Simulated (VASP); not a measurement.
# AlN (F-43m) in VASP: a series of runs

The runs below take AlN through relaxation of cell and atoms, with PBE.

Everything below comes from runs of VASP 6.6.1. Logs are shortened: lines on timing, memory, paths and dates and some standing lists are left out, and cuts for length are marked.

## 1. Starting point

Symmetry: F-43m, No. 216, cubic system. Conventional cell: a = 4.368 Å, b = 4.368 Å, c = 4.368 Å, α = 90.00°, β = 90.00°, γ = 90.00°. Al (site symmetry -43m) has 4 N at 1.89 Å as nearest neighbours. N (site symmetry -43m) is surrounded by 4 Al at 1.89 Å.

Measurements of this composition are mostly on another form, of space group No. 186.

## 2. Relaxation of cell and atoms, PBE

INCAR reads:

```
ALGO = Normal
EDIFF = 1E-7
EDIFFG = -0.002
ENCUT = 520
GGA = PE
IBRION = 2
ISIF = 3
ISMEAR = 0
LASPH = True
LCHARG = False
LREAL = False
LWAVE = False
NELM = 80
NSW = 80
PREC = Accurate
SIGMA = 0.02
```

KPOINTS reads:

```
k-points
0
Gamma
  12 12 12
```

POSCAR reads:

```
AlN
1.0
    0.0000000000      2.1839935600      2.1839935600
    2.1839935600      0.0000000000      2.1839935600
    2.1839935600      2.1839935600      0.0000000000
Al N
1 1
Direct
    0.0000000000      0.0000000000      0.0000000000
    0.7500000000      0.7500000000      0.7500000000
```

Potentials or basis: VASP PAW PBE potentials, release 64 (Al, N).

The run is started by

```
$ cat potpaw_PBE.64/Al/POTCAR potpaw_PBE.64/N/POTCAR > POTCAR
$ mpirun -np 1 vasp_std > vasp.out
```

OUTCAR:

```text
EDIFF = 1E-7
   EDIFFG = -0.002
   ENCUT = 520
   GGA = PE
   IBRION = 2
   ISIF = 3
   ISMEAR = 0
   LASPH = True
   LREAL = False
   NELM = 80
   NSW = 80
   PREC = Accurate

 ion  position               nearest neighbor table
   1  0.000  0.000  0.000-   2 1.89   2 1.89   2 1.89   2 1.89
   2  0.750  0.750  0.750-   1 1.89   1 1.89   1 1.89   1 1.89

  LATTYP: Found a face centered cubic cell.
 ALAT       =     4.3679871200

  Lattice vectors:

 A1 = (   0.0000000000,   2.1839935600,   2.1839935600)
 A2 = (   2.1839935600,   0.0000000000,   2.1839935600)
 A3 = (   2.1839935600,   2.1839935600,   0.0000000000)

Analysis of symmetry for initial positions (statically):
=====================================================================
 Subroutine PRICEL returns:
 Original cell was already a primitive cell.

 Routine SETGRP: Setting up the symmetry group for a
 face centered cubic supercell.

 Subroutine GETGRP returns: Found 24 space group operations
 (whereof 24 operations were pure point group operations)
 out of a pool of 48 trial point group operations.

The static configuration has the point symmetry T_d .

Analysis of symmetry for dynamics (positions and initial velocities):
=====================================================================
 Subroutine PRICEL returns:
 Original cell was already a primitive cell.

 Routine SETGRP: Setting up the symmetry group for a
 face centered cubic supercell.

 Subroutine GETGRP returns: Found 24 space group operations
 (whereof 24 operations were pure point group operations)
 out of a pool of 48 trial point group operations.

The dynamic configuration has the point symmetry T_d .

 Subroutine INISYM returns: Found 24 space group operations
 (whereof 24 operations are pure point group operations),
 and found     1 'primitive' translations

----------------------------------------------------------------------------------------

                                     Primitive cell

  volume of cell :      20.8345

  direct lattice vectors                    reciprocal lattice vectors
     0.000000000  2.183993560  2.183993560    -0.228938404  0.228938404  0.228938404
     2.183993560  0.000000000  2.183993560     0.228938404 -0.228938404  0.228938404
     2.183993560  2.183993560  0.000000000     0.228938404  0.228938404 -0.228938404

  length of vectors
     3.088633313  3.088633313  3.088633313     0.396532948  0.396532948  0.396532948

  position of ions in fractional coordinates (direct lattice)
     0.000000000  0.000000000  0.000000000
[... 97 lines left out ...]
     AMIX     =   0.40;   BMIX     =  1.00
     AMIX_MAG =   1.60;   BMIX_MAG =  1.00
  volume/ion in A,a.u.               =      10.42        70.30
  Fermi-wavevector in a.u.,A,eV,Ry     =   1.189899  2.248583 19.263943  1.415860
  Thomas-Fermi vector in A             =   2.325996
   LORBIT       =      0    0 simple, 1 ext, 2 COOP (PROOUT), +10 PAW based schemes
   GGA     = PE    functional components
   LHFCALC =     F    Hartree Fock is set to
   AEXX    =    0.0000 exact exchange contribution
   IVDW    =     0    specifies the selected vdW correction
   LEPSILON=     F    determine dielectric tensor
   LRPA    =     F    only Hartree local field effects (RPA)
 conjugate gradient relaxation of ions
 non-spin polarized calculation
 Gauss-broadening in eV      SIGMA  =   0.02
  energy-cutoff  :      520.00
  volume of cell :       20.83
 maximum number of plane-waves:       569
   NGX = 11   NGY = 11   NGZ = 11

--------------------------------------- Ionic step        1  -------------------------------------------

 number of electron       8.0000000 magnetization

 Free energy of the ion-electron system (eV)
  ---------------------------------------------------
  ext. energy  EPLUGINS =         0.00000000
  ---------------------------------------------------
  free energy    TOTEN  =       -14.84045345 eV

  energy without entropy =      -14.84045345  energy(sigma->0) =      -14.84045345

------------------------ aborting loop because EDIFF is reached ----------------------------------------

  FORCE on cell =-STRESS in cart. coord.  units (eV):
  Direction    XX          YY          ZZ          XY          YZ          ZX
  --------------------------------------------------------------------------------------
  -------------------------------------------------------------------------------------
  Total        0.5980913      0.5980913      0.5980913      0.0000000     -0.0000000      0.0000000
  in kB       45.9932406     45.9932406     45.9932406      0.0000000     -0.0000000      0.0000000
  external PRESSURE =      45.9932406 kB  Pullay stress =       0.0000000 kB
[... 59 lines left out ...]
--------------------------------------- Ionic step        3  -------------------------------------------

 number of electron       8.0000001 magnetization

 Free energy of the ion-electron system (eV)
  ---------------------------------------------------
  ext. energy  EPLUGINS =         0.00000000
  ---------------------------------------------------
  free energy    TOTEN  =       -14.84715815 eV

  energy without entropy =      -14.84715815  energy(sigma->0) =      -14.84715815

 E-fermi :   5.8650     XC(G=0): -10.8352

 val. band max:        5.7579785286   @ k =   0.0000   0.0000   0.0000
 cond. band min:       9.0639727741   @ k =   0.5000   0.5000   0.0000
 fundamental gap:      3.3059942455
 Fermi energy:         5.8650235950

 k-point     1 :       0.0000    0.0000    0.0000
  band No.  band energies     occupation
      1      -9.0924      2.00000
      2       5.7580      2.00000
      3       5.7580      2.00000
      4       5.7580      2.00000
      5       9.7549      0.00000
      6      18.0957      0.00000
      7      18.0957      0.00000
      8      18.0957      0.00000
[... 243 lines left out ...]
 k-point    24 :      -0.4167    0.1667    0.0000
  band No.  band energies     occupation
      1      -6.9368      2.00000
      2       0.4564      2.00000
      3       4.0006      2.00000
      4       5.0500      2.00000
      5      13.2923      0.00000
      6      14.3775      0.00000
      7      17.6324      0.00000
      8      17.7204      0.00000

 [... further k-points ...]

------------------------ aborting loop because EDIFF is reached ----------------------------------------

  FORCE on cell =-STRESS in cart. coord.  units (eV):
  Direction    XX          YY          ZZ          XY          YZ          ZX
  --------------------------------------------------------------------------------------
  -------------------------------------------------------------------------------------
  Total       -0.0005607     -0.0005607     -0.0005607      0.0000000      0.0000000      0.0000000
  in kB       -0.0421498     -0.0421498     -0.0421498      0.0000000      0.0000000      0.0000000
  external PRESSURE =      -0.0421498 kB  Pullay stress =       0.0000000 kB
[... 17 lines left out ...]
  FREE ENERGIE OF THE ION-ELECTRON SYSTEM (eV)
  ---------------------------------------------------
  free  energy   TOTEN  =       -14.8471581540 eV

  energy  without entropy=      -14.8471581540  energy(sigma->0) =      -14.84715815

 reached required accuracy - stopping structural energy minimisation
```

Run time: 10 s. Hardware: 1 thread of Intel Xeon 6975P-C (Granite Rapids), shared host; peak memory 0.14 GiB.

What came out:

```
Free energy                            : -14.8472 eV
Relaxed volume                         : 10.66 Å³/atom
Relaxed cell                           : a = 3.112 Å, b = 3.112 Å, c = 3.112 Å, α = 60.00°, β = 60.00°, γ = 60.00°
Space group after relaxing (to 0.05 Å) : F-43m (No. 216)
Energy gained by relaxing              : 3.4 meV/atom
Ionic steps                            : 3
Pressure after relaxing                : 0.0 GPa
Band gap on the k mesh                 : 3.31 eV, indirect (least direct gap 4.00 eV)
```

Step by step:
```tsv
step	energy change (eV)	largest force (eV/Å)	pressure (GPa)	volume (Å³)
1	0.0000	0.0000	4.60	20.83
2	-0.0014	0.0000	-3.81	21.75
3	-0.0067	0.0000	0.00	21.31
```

Final structure:
```cif
data_structure
_symmetry_space_group_name_H-M 'P 1'
_symmetry_Int_Tables_number 1
_cell_length_a 3.1120
_cell_length_b 3.1120
_cell_length_c 3.1120
_cell_angle_alpha 60.000
_cell_angle_beta 60.000
_cell_angle_gamma 60.000
_cell_volume 21.31
loop_
_atom_site_label
_atom_site_type_symbol
_atom_site_fract_x
_atom_site_fract_y
_atom_site_fract_z
_atom_site_occupancy
Al1 Al 0.00000 0.00000 0.00000 1
N1 N 0.75000 0.75000 0.75000 1
```

A k mesh can miss the band edges.

## 3. Relaxation of cell and atoms, PBE

This run uses another cell than the first one, of 10.66 Å³/atom, 1.023 times its volume.

INCAR is that of step 2.

KPOINTS is that of step 2.

POSCAR reads:

```
AlN                                     
1.0
    0.0000000000      2.2005482856      2.2005482856
    2.2005482856      0.0000000000      2.2005482856
    2.2005482856      2.2005482856      0.0000000000
  Al              N             
     1     1
Direct
     0.0000000000000000    0.0000000000000000    0.0000000000000000
     0.7500000000000000    0.7500000000000000    0.7500000000000000
```

Potentials or basis: VASP PAW PBE potentials, release 64 (Al, N).

The run is started by

```
$ cat potpaw_PBE.64/Al/POTCAR potpaw_PBE.64/N/POTCAR > POTCAR
$ mpirun -np 1 vasp_std > vasp.out
```

OUTCAR:

```text
EDIFF = 1E-7
   EDIFFG = -0.002
   ENCUT = 520
   GGA = PE
   IBRION = 2
   ISIF = 3
   ISMEAR = 0
   LASPH = True
   LREAL = False
   NELM = 80
   NSW = 80
   PREC = Accurate

 ion  position               nearest neighbor table
   1  0.000  0.000  0.000-   2 1.91   2 1.91   2 1.91   2 1.91
   2  0.750  0.750  0.750-   1 1.91   1 1.91   1 1.91   1 1.91

  LATTYP: Found a face centered cubic cell.
 ALAT       =     4.4010965712

  Lattice vectors:

 A1 = (   0.0000000000,   2.2005482856,   2.2005482856)
 A2 = (   2.2005482856,   0.0000000000,   2.2005482856)
 A3 = (   2.2005482856,   2.2005482856,   0.0000000000)

Analysis of symmetry for initial positions (statically):
=====================================================================
 Subroutine PRICEL returns:
 Original cell was already a primitive cell.

 Routine SETGRP: Setting up the symmetry group for a
 face centered cubic supercell.

 Subroutine GETGRP returns: Found 24 space group operations
 (whereof 24 operations were pure point group operations)
 out of a pool of 48 trial point group operations.

The static configuration has the point symmetry T_d .

Analysis of symmetry for dynamics (positions and initial velocities):
=====================================================================
 Subroutine PRICEL returns:
 Original cell was already a primitive cell.

 Routine SETGRP: Setting up the symmetry group for a
 face centered cubic supercell.

 Subroutine GETGRP returns: Found 24 space group operations
 (whereof 24 operations were pure point group operations)
 out of a pool of 48 trial point group operations.

The dynamic configuration has the point symmetry T_d .

 Subroutine INISYM returns: Found 24 space group operations
 (whereof 24 operations are pure point group operations),
 and found     1 'primitive' translations

----------------------------------------------------------------------------------------

                                     Primitive cell

  volume of cell :      21.3119

[... 114 lines left out ...]
   LHFCALC =     F    Hartree Fock is set to
   AEXX    =    0.0000 exact exchange contribution
   IVDW    =     0    specifies the selected vdW correction
   LEPSILON=     F    determine dielectric tensor
   LRPA    =     F    only Hartree local field effects (RPA)
 conjugate gradient relaxation of ions
 non-spin polarized calculation
 Gauss-broadening in eV      SIGMA  =   0.02
  energy-cutoff  :      520.00
  volume of cell :       21.31
 maximum number of plane-waves:       588
   NGX = 11   NGY = 11   NGZ = 11

 number of electron       8.0000001 magnetization

 Free energy of the ion-electron system (eV)
  ---------------------------------------------------
  ext. energy  EPLUGINS =         0.00000000
  ---------------------------------------------------
  free energy    TOTEN  =       -14.84743920 eV

  energy without entropy =      -14.84743920  energy(sigma->0) =      -14.84743920

 E-fermi :   5.8647     XC(G=0): -10.8352

 val. band max:        5.7579790397   @ k =   0.0000   0.0000   0.0000
 cond. band min:       9.0639447971   @ k =   0.5000   0.5000   0.0000
 fundamental gap:      3.3059657574
 Fermi energy:         5.8647293306

 k-point     1 :       0.0000    0.0000    0.0000
  band No.  band energies     occupation
      1      -9.0924      2.00000
      2       5.7580      2.00000
      3       5.7580      2.00000
      4       5.7580      2.00000
      5       9.7549      0.00000
      6      18.0957      0.00000
      7      18.0957      0.00000
      8      18.0957      0.00000
[... 243 lines left out ...]
 k-point    24 :      -0.4167    0.1667    0.0000
  band No.  band energies     occupation
      1      -6.9369      2.00000
      2       0.4564      2.00000
      3       4.0006      2.00000
      4       5.0500      2.00000
      5      13.2923      0.00000
      6      14.3774      0.00000
      7      17.6324      0.00000
      8      17.7202      0.00000

 [... further k-points ...]

------------------------ aborting loop because EDIFF is reached ----------------------------------------

  FORCE on cell =-STRESS in cart. coord.  units (eV):
  Direction    XX          YY          ZZ          XY          YZ          ZX
  --------------------------------------------------------------------------------------
  -------------------------------------------------------------------------------------
  Total        0.0006159      0.0006159      0.0006159      0.0000000      0.0000000     -0.0000000
  in kB        0.0463004      0.0463004      0.0463004      0.0000000      0.0000000     -0.0000000
  external PRESSURE =       0.0463004 kB  Pullay stress =       0.0000000 kB

 VOLUME and BASIS-vectors are now :
 -----------------------------------------------------------------------------
  energy-cutoff  :      520.00
  volume of cell :       21.31
      direct lattice vectors                 reciprocal lattice vectors
     0.000000000  2.200548286  2.200548286    -0.227216100  0.227216100  0.227216100
     2.200548286  0.000000000  2.200548286     0.227216100 -0.227216100  0.227216100
     2.200548286  2.200548286  0.000000000     0.227216100  0.227216100 -0.227216100

 POSITION                                       TOTAL-FORCE (eV/Angst)
 -----------------------------------------------------------------------------------
      0.00000      0.00000      0.00000         0.000000      0.000000      0.000000
      3.30082      3.30082      3.30082        -0.000000     -0.000000     -0.000000
 -----------------------------------------------------------------------------------
    total drift:                               -0.000000     -0.000000     -0.000000

  FREE ENERGIE OF THE ION-ELECTRON SYSTEM (eV)
  ---------------------------------------------------
  free  energy   TOTEN  =       -14.8474391992 eV

  energy  without entropy=      -14.8474391992  energy(sigma->0) =      -14.84743920

 reached required accuracy - stopping structural energy minimisation
```

CONTCAR:

```text
AlN
   1.00000000000000
     0.0000000000000000    2.2005482856000000    2.2005482856000000
     2.2005482856000000    0.0000000000000000    2.2005482856000000
     2.2005482856000000    2.2005482856000000    0.0000000000000000
  Al              N
     1     1
Direct
     0.0000000000000000    0.0000000000000000    0.0000000000000000
     0.7500000000000000    0.7500000000000000    0.7500000000000000

  0.00000000E+00  0.00000000E+00  0.00000000E+00
  0.00000000E+00  0.00000000E+00  0.00000000E+00
```

Wall time 5.6 s (1 thread of Intel Xeon 6975P-C (Granite Rapids), shared host); peak memory 0.13 GiB.

What came out:

| Quantity | Value |
| --- | --- |
| Free energy | -14.8474 eV |
| Pressure after relaxing | 0.0 GPa |
| Band gap on the k mesh | 3.31 eV, indirect (least direct gap 4.00 eV) |

Final structure:
```xyz
2
Lattice="0.0000 2.2005 2.2005 2.2005 0.0000 2.2005 2.2005 2.2005 0.0000" Properties=species:S:1:pos:R:3 pbc="T T T"
Al    0.0000    0.0000    0.0000
N     3.3008    3.3008    3.3008
```

Caveat: the relaxation stopped at its first step, so nothing moved.
